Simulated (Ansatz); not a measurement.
# BaTiO3: the cost of one run

Computed with Ansatz 0.2.0 (DFT PBEsol, scalar-relativistic, unless a step's input says otherwise).

## Step 1: The system as given

It takes space group P4/mmm (No. 123, tetragonal). Conventional cell: a = 4.000 Å, b = 4.000 Å, c = 4.018 Å, α = 90.00°, β = 90.00°, γ = 90.00°. Around Ba (site symmetry 4/mmm) lie 12 O at 2.83 Å. Around Ti (site symmetry 4/mmm) lie 6 O at 2.00 to 2.01 Å. O (site symmetry 4/mmm) has 2 Ti at 2.01 Å and 4 Ba at 2.83 Å as nearest neighbours. Around O (site symmetry mmm) lie 2 Ti at 2.00 Å and 4 Ba at 2.83 Å.

Structure file:

```
Ba Ti O
1.0
     3.99980    0.00000    0.00000
     0.00000    3.99980    0.00000
     0.00000    0.00000    4.01800
Ba Ti O
1 1 3
Direct
  0.00000 0.00000 0.00000
  0.50000 0.50000 0.50000
  0.50000 0.50000 0.00000
  0.50000 0.00000 0.50000
  0.00000 0.50000 0.50000
```

The cell is a deposited one (Crystallography Open Database entry 2100860); the temperature and pressure of the measurement aren't taken into account, and nothing was relaxed.

Atoms are numbered in the order of the input: Ba1, Ti2, O3, O4, O5.

## Step 2: Volume × 0.94, LAPW

Input file input.yaml:

```yaml
crystal:
  lattice:
    - [3.9181485176, 0.0, 0.0]
    - [0.0, 3.9181485176, 0.0]
    - [0.0, 0.0, 3.9359769848]
  atoms:
    - { symbol: Ba, position: [0.0, 0.0, 0.0] }
    - { symbol: Ti, position: [0.5, 0.5, 0.5] }
    - { symbol: O, position: [0.5, 0.5, 0.0] }
    - { symbol: O, position: [0.5, 0.0, 0.5] }
    - { symbol: O, position: [0.0, 0.5, 0.5] }
kpoints:
  mp_grid: { grid: [7, 7, 7] }
  band_path:
    path:
      - [0.0, 0.0, 0.0]
      - [0.0, 0.5, 0.0]
      - [0.5, 0.5, 0.0]
      - [0.0, 0.0, 0.0]
      - [0.0, 0.0, 0.5]
      - [0.0, 0.5, 0.5]
      - [0.5, 0.5, 0.5]
      - [0.0, 0.0, 0.5]
      - [0.0, 0.5, 0.0]
    npoints: 5
scf:
  occupations: { method: fermi_dirac, width: 0.03 }
hamiltonian:
  xc: pbesol
  pseudopotentials: { kind: all_electron, lapw: { basis_error: 0.001 } }
output:
  forces: true
  stress: true
  eigenvalues: true
```

Launch:

```console
ansatz run input.yaml --threads 2 --pin off --max-ram 8192MiB --backend cpu --events-out ev --progress --plain --runs-dir out
```

What time and memory should one allow on 2 threads of Intel Xeon 6975P-C (Granite Rapids), shared host?

About 18 s, with a peak of 0.67 GiB.
